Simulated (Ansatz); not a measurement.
# Mo: a line through a two-coordinate scan

An exercise on one series of results from a longer session: the logs are not shown, and one member is left open.

Computed with Ansatz 0.2.0 (DFT PBE, scalar-relativistic, plane waves, PAW, unless a step's input says otherwise).

27 further runs of the same task are left out: 27 set aside as unsound or not needed.

## The starting structure

It takes space group Fm-3m (No. 225, cubic). The conventional cell has a = 4.002 Å, b = 4.002 Å, c = 4.002 Å, α = 90.00°, β = 90.00°, γ = 90.00°. Mo (site symmetry m-3m) is surrounded by 12 Mo at 2.83 Å.

Structure file:

```cif
data_structure
_symmetry_space_group_name_H-M 'P 1'
_symmetry_Int_Tables_number 1
_cell_length_a 2.8299
_cell_length_b 2.8299
_cell_length_c 2.8299
_cell_angle_alpha 60.000
_cell_angle_beta 60.000
_cell_angle_gamma 60.000
_cell_volume 16.02
loop_
_atom_site_label
_atom_site_type_symbol
_atom_site_fract_x
_atom_site_fract_y
_atom_site_fract_z
_atom_site_occupancy
Mo1 Mo 0.00000 0.00000 0.00000 1
```

This cell was relaxed beforehand with the same method: volume 16.02 Å³/atom, gap on the mesh none (metal).

## What is varied

The energy is mapped over volume and the cell's shape.

- volume per atom: 7 values from 14.10 to 17.95 Å³
- c/a of the conventional cell: 9 values from 0.629 to 1.167

Nothing else is relaxed (symmetry fixes all fractional coordinates). Energies count from the relaxed crystal. Points are written as (first, second).

The first run:

input.yaml reads:

```yaml
crystal:
  lattice:
    - [0.0, 2.048999767, 1.7557879003]
    - [2.048999767, 0.0, 1.7557879003]
    - [2.048999767, 2.048999767, 0.0]
  atoms:
    - { symbol: Mo, position: [0.0, 0.0, 0.0] }
basis:
  ecutwfc: 420
kpoints:
  mp_grid: { grid: [22, 22, 22] }
hamiltonian:
  xc: pbe
scf:
  occupations: { method: gaussian, width: 0.15 }
output:
  forces: true
  stress: true
  eigenvalues: true
  write_density: true
  write_potential: true
  elf: true
  volumetric_format: npy
```

Started as:

```
$ ansatz run input.yaml --threads 1 --pin off --max-ram 2048MiB --backend cpu --events-out ev --progress --plain --runs-dir out
```

Steps of the session up to this table: Point (14.74 Å³, 0.857); Grid point (15.38 Å³, 0.857); The run at (16.02 Å³, 0.857); Point (16.67 Å³, 0.857); Grid point (17.31 Å³, 0.857); Grid point (17.95 Å³, 0.857).

One of the session's tables, all rows but one given; the rest of the session is left out.

```
volume per atom (Å³)  energy (meV/atom)  slope (meV/atom per Å³)  pressure (GPa)
               14.10                 60                     −251              40
               14.74                −66                     −148              24
               15.38               −134                      −65              10
               16.02               −153                        3              −1
               16.67               −132                       59              −9
               17.31                  ?                        ?               ?
               17.95               −1.6                      140             −22
```

Q: Estimate the row for volume per atom (Å³) = 17.31 from the others.

Worked estimate for «energy (meV/atom)». A straight line through the neighbours (16.67, −132) and (17.95, −1.6) gives −132 + (−1.6 − −132) × (17.31 − 16.67) / (17.95 − 16.67) = -67; a parabola fitted to 3 rows on both sides gives -82.

As computed: energy (meV/atom): −80; slope (meV/atom per Å³): 103; pressure (GPa): −17. In «energy (meV/atom)» the line misses by +13 and the parabola by -2.

Energies count from the relaxed crystal. Rows without a step come from runs not printed here or follow by symmetry.

In words: The lowest point of the line is at 16.02 Å³, −153 meV/atom from the zero. V·d²E/dV² there is about 250 GPa, a bulk modulus under this line's constraint. The highest point computed, at 14.10 Å³, lies 213 meV/atom above the lowest.
